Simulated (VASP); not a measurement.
# NaI (Fm-3m) in VASP: notebook

The runs below take NaI through single point, with PBE.

All numbers are computed with VASP 6.6.1; they aren't measurements. Logs are shortened: lines on timing, memory, paths and dates and some standing lists are left out, and cuts for length are marked.

### 1 The crystal as given

The structure is cubic, space group Fm-3m (No. 225). Conventional cell: a = 6.473 Å, b = 6.473 Å, c = 6.473 Å, α = 90.00°, β = 90.00°, γ = 90.00°. I (site symmetry m-3m) has 6 Na at 3.24 Å as nearest neighbours. Na (site symmetry m-3m) has 6 I at 3.24 Å as nearest neighbours.

### 2 Single point, PBE

The input, INCAR:

```
SYSTEM = NaI
PREC = Accurate ; ENCUT = 450
EDIFF = 1E-5 ; ISMEAR = 0
SIGMA = 0.05 ; LREAL = .FALSE.
LASPH = .TRUE. ; NELM = 100
ALGO = Normal ; ISIF = 2
LWAVE = .FALSE. ; LCHARG = .FALSE.
GGA = PE ; NBANDS = 14
ADDGRID = .FALSE.
```

The input, KPOINTS:

```
Automatic mesh
0
G
  5 5 5
  0 0 0
```

The input, POSCAR:

```
NaI
1.0
    0.0000000000      3.2364000000      3.2364000000
    3.2364000000      0.0000000000      3.2364000000
    3.2364000000      3.2364000000      0.0000000000
I Na
1 1
Direct
    0.5000000000      0.5000000000      0.5000000000
    0.0000000000      0.0000000000      0.0000000000
```

Potentials or basis: VASP PAW PBE potentials, release 64 (I, Na_pv).

Command:

```console
> cat potpaw_PBE.64/I/POTCAR potpaw_PBE.64/Na_pv/POTCAR > POTCAR
> mpirun -np 1 vasp_std > vasp.out
```

OUTCAR:

```text
SYSTEM = NaI
   PREC = Accurate
   ENCUT = 450
   EDIFF = 1E-5
   ISMEAR = 0
   LREAL = .FALSE.
   LASPH = .TRUE.
   NELM = 100
   ISIF = 2
   GGA = PE

 Found     10 irreducible k-points:

 Following reciprocal coordinates:
            Coordinates               Weight
  0.000000  0.000000  0.000000      1.000000
  0.200000  0.000000  0.000000      8.000000
  0.400000  0.000000  0.000000      8.000000
  0.200000  0.200000  0.000000      6.000000
  0.400000  0.200000  0.000000     24.000000
 -0.400000  0.200000  0.000000     24.000000
   k-points           NKPTS =     10   k-points in BZ     NKDIM =     10   number of bands    NBANDS=     14
   number of dos      NEDOS =    301   number of ions     NIONS =      2
   total plane-waves  NPLWV =  32768
   dimension x,y,z NGX =    32 NGY =   32 NGZ =   32
   dimension x,y,z NGXF=    64 NGYF=   64 NGZF=   64
   ions per type =               1   1
   NGX,Y,Z   is equivalent  to a cutoff of  11.62, 11.62, 11.62 a.u.
   NGXF,Y,Z  is equivalent  to a cutoff of  23.25, 23.25, 23.25 a.u.
 SYSTEM =  NaI
   PREC   = accura    normal or accurate (medium, high low for compatibility)
   ISTART =      0    job   : 0-new  1-cont  2-samecut
   ICHARG =      2    charge: 1-file 2-atom 10-const
   ISPIN  =      1    spin polarized calculation?
   LNONCOLLINEAR =      F non collinear calculations
   LSORBIT =      F    spin-orbit coupling
   LASPH  =      T    aspherical Exc in radial PAW
   ENCUT  =  450.0 eV  33.07 Ry    5.75 a.u.   7.92  7.92  7.92*2*pi/ulx,y,z
   NELM   =    100;   NELMIN=  2; NELMDL= -5     # of ELM steps
   EDIFF  = 0.1E-04   stopping-criterion for ELM
   LREAL  =      F    real-space projection
   EDIFFG = 0.1E-03   stopping-criterion for IOM
   NSW    =      0    number of steps for IOM
   IBRION =     -1    ionic relax: 0-MD 1-quasi-New 2-CG
   NFREE  =      0    steps in history (QN), initial steepest desc. (CG)
   ISIF   =      2    stress and relaxation
   ISYM   =      2    0-nonsym 1-usesym 2-fastsym
   POTIM  = 0.5000    time-step for ionic-motion
   TEBEG  =    0.0;   TEEND  =   0.0 temperature during run
   PSTRESS=    0.0 pullay stress
   NELECT =      14.0000    total number of electrons
   NUPDOWN=      -1.0000    fix difference up-down
   EMIN   =  10.00;   EMAX   =-10.00  energy-range for DOS
   EFERMI =   0.00;   METHOD = LEGACY
   ISMEAR =     0;   SIGMA  =   0.05  broadening in eV -4-tet -1-fermi 0-gaus
   EFERMI_NEDOS =   21; number of points for ismear=-14 and -15
   IALGO  =     38    algorithm
   IMIX   =      4    mixing-type and parameters
     AMIX     =   0.40;   BMIX     =  1.00
     AMIX_MAG =   1.60;   BMIX_MAG =  1.00
  volume/ion in A,a.u.               =      33.90       228.76
  Fermi-wavevector in a.u.,A,eV,Ry     =   0.967636  1.828567 12.739397  0.936319
  Thomas-Fermi vector in A             =   2.097538
   LORBIT       =      0    0 simple, 1 ext, 2 COOP (PROOUT), +10 PAW based schemes
   GGA     = PE    functional components
   LHFCALC =     F    Hartree Fock is set to
   AEXX    =    0.0000 exact exchange contribution
   IVDW    =     0    specifies the selected vdW correction
   LEPSILON=     F    determine dielectric tensor
   LRPA    =     F    only Hartree local field effects (RPA)
 non-spin polarized calculation
 Gauss-broadening in eV      SIGMA  =   0.05
  energy-cutoff  :      450.00
  volume of cell :       67.80
 maximum number of plane-waves:      1479
   NGX = 15   NGY = 15   NGZ = 15

 number of electron      13.9999991 magnetization

 Free energy of the ion-electron system (eV)
  ---------------------------------------------------
  ext. energy  EPLUGINS =         0.00000000
  ---------------------------------------------------
  free energy    TOTEN  =        -5.38406715 eV

  energy without entropy =       -5.38406715  energy(sigma->0) =       -5.38406715

 E-fermi :   1.1136     XC(G=0):  -7.7048

 val. band max:        0.8071464139   @ k =   0.0000   0.0000   0.0000
 cond. band min:       4.4467833749   @ k =   0.0000   0.0000   0.0000
 fundamental gap:      3.6396369609
 Fermi energy:         1.1136490413

 k-point     1 :       0.0000    0.0000    0.0000
  band No.  band energies     occupation
      1     -21.6332      2.00000
      2     -21.6332      2.00000
      3     -21.6332      2.00000
      4     -10.2102      2.00000
      5       0.8071      2.00000
      6       0.8071      2.00000
      7       0.8071      2.00000
      8       4.4468      0.00000
      9       8.7364      0.00000
     10       8.7364      0.00000
     11       8.7364      0.00000
     12      10.5545      0.00000
     13      10.5545      0.00000
     14      11.2420      0.00000

 k-point     2 :       0.2000    0.0000    0.0000
  band No.  band energies     occupation
      1     -21.6351      2.00000
      2     -21.6333      2.00000
      3     -21.6333      2.00000
      4     -10.1072      2.00000
      5      -0.1527      2.00000
      6       0.7042      2.00000
      7       0.7042      2.00000
      8       5.4778      0.00000
      9       8.2198      0.00000
     10       8.8984      0.00000
     11       8.8984      0.00000
     12      10.0919      0.00000
     13      10.0919      0.00000
     14      11.4578      0.00000

 k-point     3 :       0.4000    0.0000    0.0000
  band No.  band energies     occupation
      1     -21.6380      2.00000
      2     -21.6335      2.00000
      3     -21.6335      2.00000
      4      -9.9285      2.00000
      5      -1.2184      2.00000
      6       0.5507      2.00000
      7       0.5507      2.00000
      8       5.9165      0.00000
      9       8.3456      0.00000
     10       8.3456      0.00000
     11       9.2595      0.00000
     12      10.9288      0.00000
     13      11.8637      0.00000
     14      11.8637      0.00000

 k-point     4 :       0.2000    0.2000    0.0000
  band No.  band energies     occupation
      1     -21.6348      2.00000
      2     -21.6338      2.00000
      3     -21.6338      2.00000
      4     -10.0758      2.00000
      5      -0.1264      2.00000
      6       0.5198      2.00000
      7       0.5198      2.00000
      8       5.8334      0.00000
      9       7.4931      0.00000
     10       8.5473      0.00000
     11       9.5944      0.00000
     12       9.5944      0.00000
     13      10.9975      0.00000
     14      13.2531      0.00000

 k-point     5 :       0.4000    0.2000    0.0000
  band No.  band energies     occupation
      1     -21.6369      2.00000
      2     -21.6342      2.00000
      3     -21.6341      2.00000
      4      -9.9257      2.00000
      5      -0.8803      2.00000
      6       0.2116      2.00000
      7       0.3521      2.00000
      8       6.3746      0.00000
      9       7.5030      0.00000
     10       8.1604      0.00000
     11       9.3998      0.00000
     12      11.0843      0.00000
     13      12.4326      0.00000
     14      12.9255      0.00000

 k-point     6 :      -0.4000    0.2000    0.0000
  band No.  band energies     occupation
      1     -21.6377      2.00000
      2     -21.6348      2.00000
      3     -21.6338      2.00000
      4      -9.8627      2.00000
      5      -1.1203      2.00000
      6      -0.0885      2.00000
      7       0.4145      2.00000
      8       6.6601      0.00000
      9       7.4634      0.00000
     10       8.8792      0.00000
     11       9.1962      0.00000
     12      11.5475      0.00000
     13      11.7271      0.00000
     14      12.7236      0.00000

 [... further k-points ...]

------------------------ aborting loop because EDIFF is reached ----------------------------------------

  FORCE on cell =-STRESS in cart. coord.  units (eV):
  Direction    XX          YY          ZZ          XY          YZ          ZX
  --------------------------------------------------------------------------------------
  -------------------------------------------------------------------------------------
  Total        0.1680362      0.1680362      0.1680362      0.0000000      0.0000000     -0.0000000
  in kB        3.9709728      3.9709728      3.9709728      0.0000000      0.0000000     -0.0000000
  external PRESSURE =       3.9709728 kB  Pullay stress =       0.0000000 kB

 VOLUME and BASIS-vectors are now :
 -----------------------------------------------------------------------------
  energy-cutoff  :      450.00
  volume of cell :       67.80
      direct lattice vectors                 reciprocal lattice vectors
     0.000000000  3.236400000  3.236400000    -0.154492646  0.154492646  0.154492646
     3.236400000  0.000000000  3.236400000     0.154492646 -0.154492646  0.154492646
     3.236400000  3.236400000  0.000000000     0.154492646  0.154492646 -0.154492646

 POSITION                                       TOTAL-FORCE (eV/Angst)
 -----------------------------------------------------------------------------------
      3.23640      3.23640      3.23640         0.000000      0.000000      0.000000
      0.00000      0.00000      0.00000         0.000000     -0.000000     -0.000000
 -----------------------------------------------------------------------------------
    total drift:                                0.000000     -0.000000     -0.000000

  FREE ENERGIE OF THE ION-ELECTRON SYSTEM (eV)
  ---------------------------------------------------
  free  energy   TOTEN  =        -5.3840671498 eV

  energy  without entropy=       -5.3840671498  energy(sigma->0) =       -5.38406715
```

It used 4.5 s of CPU time on 1 thread of Intel(R) Xeon(R) Platinum 8488C (Sapphire Rapids), with other jobs on the host, which was overloaded at the time.

These settings aren't checked as converged: the numbers below hold their error.

Results:

| Item | Value |
| --- | --- |
| Free energy | -5.3841 eV |
| Pressure | 0.4 GPa |
| Band gap on the k mesh | 3.64 eV, direct |

Caveat: spin-orbit coupling is left out, which moves the levels of the heavy elements.

### 3 Single point, PBE

The input, INCAR:

```
SYSTEM = NaI
PREC = Accurate ; ENCUT = 450
EDIFF = 1E-6 ; ISMEAR = 0
SIGMA = 0.05 ; LREAL = .FALSE.
LASPH = .TRUE. ; NELM = 100
ALGO = Normal ; ISIF = 2
LWAVE = .FALSE. ; LCHARG = .FALSE.
GGA = PE ; NBANDS = 14
ADDGRID = .TRUE.
```

KPOINTS is that of step 2.

POSCAR is that of step 2.

Potentials or basis: VASP PAW PBE potentials, release 64 (I, Na_pv).

Command:

```console
> cat potpaw_PBE.64/I/POTCAR potpaw_PBE.64/Na_pv/POTCAR > POTCAR
> mpirun -np 1 vasp_std > vasp.out
```

It took 15 s on 1 thread of Intel Xeon Platinum 8488C (Sapphire Rapids), shared host; peak memory 0.26 GiB.

The run converged, but some of its settings lie outside the range that counts as converged, so its numbers aren't taken as properties of the crystal.

What came out:

| Item | Value |
| --- | --- |
| Free energy | -5.3840 eV |
| Pressure | 0.4 GPa |
| Band gap on the k mesh | 3.64 eV, direct |

Caveat: spin-orbit coupling is left out, which moves the levels of the heavy elements.

### 4 Single point, PBE

The input, INCAR:

```
SYSTEM = NaI
PREC = Accurate ; ENCUT = 450
EDIFF = 1E-6 ; ISMEAR = 0
SIGMA = 0.05 ; LREAL = .FALSE.
LASPH = .FALSE. ; NELM = 100
ALGO = Normal ; ISIF = 2
LWAVE = .FALSE. ; LCHARG = .FALSE.
GGA = PE ; NBANDS = 14
ADDGRID = .FALSE.
```

KPOINTS is that of step 3.

POSCAR is that of step 3.

Command:

```console
> cat potpaw_PBE.64/I/POTCAR potpaw_PBE.64/Na_pv/POTCAR > POTCAR
> mpirun -np 1 vasp_std > vasp.out
```

It used 4.5 s of CPU time on 1 thread of Intel(R) Xeon(R) Platinum 8488C (Sapphire Rapids), with other jobs on the host, which was overloaded at the time.

The run converged, but some of its settings lie outside the range that counts as converged, so its numbers aren't taken as properties of the crystal.

Results:

| Property | Result |
| --- | --- |
| Free energy | -5.3841 eV |
| Pressure | 0.4 GPa |
| Band gap on the k mesh | 3.64 eV, direct |

Caveat: spin-orbit coupling is left out, which moves the levels of the heavy elements.
